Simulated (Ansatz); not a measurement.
Runs of Ansatz 0.2.0 on GaCo. The structure is cubic, space group Pm-3m (No. 221). The conventional cell has a = 2.878 Å, b = 2.878 Å, c = 2.878 Å, α = 90.00°, β = 90.00°, γ = 90.00°. Ga (site symmetry m-3m) is surrounded by 8 Co at 2.49 Å. Around Co (site symmetry m-3m) lie 8 Ga at 2.49 Å. 

```tsv
task	level	potentials or basis	spin	U	cutoff (eV)	smearing	hubbard projectors	double counting	other keys	gap on the mesh (eV)	pressure (GPa)	moment (μB)
single point	RPBE+D3(BJ)-ATM+U	Ansatz PAW	collinear, ferromagnetic start	Co d U = 6.2 eV	420	fermi-dirac 0.15 eV	ortho-atomic	fll	scf.mixing.preconditioner = local_kerker	none	3.8	(a)
single point	LDA+D3(BJ)-ATM+U	Ansatz PAW	non-collinear, ferromagnetic start, SOC	Co d U = 7.0 eV	420	gaussian 0.025 eV	all-electron-ortho-atomic	amf	hamiltonian.dispersion = d3bjatm; …	none	15.8	-
ladder of functionals	r2SCAN+U	Ansatz PAW earlier set	collinear, random start	Co d U = 4.0 eV	1300	tetrahedron uncorrected	all-electron-ortho-atomic	fll	scf.occupations.width = left out; …	none	21.5	1.66
projected density of states	PBE+D4+U	PseudoDojo standard (PBE files)	collinear, ferromagnetic start	Co d U = 8 eV	1306	cold 0.15 eV	ortho-atomic	fll	-	none	33.0	1.95
```

Alike in all rows: cell as given; k mesh 9 × 9 × 9.

Question: Estimate the missing entries.

Answer: (a) 1.64.

Caveats: the magnetic or orbital state may not be the lowest; the U is typed as a test and isn't derived for this compound; pairwise dispersion overbinds metals, which lowers pressure and volume (some runs); the PAW data sets come from PBE, with cores solved anew for the run's functional, which leaves a small shift of forces and pressure (some runs); moments are unreliable in this version under spin-orbit coupling with a hybrid or U, so they aren't listed (some runs); the dispersion damping was fitted for another functional or another form of the correction (some runs); the starting moments weren't kept (some runs).

A k mesh can miss the band edges, and rows without SOC leave out spin-orbit coupling on Ga.

A gap of «none» marks a metal or a gap under the smearing width.

The runs don't all hold the same shells in valence.
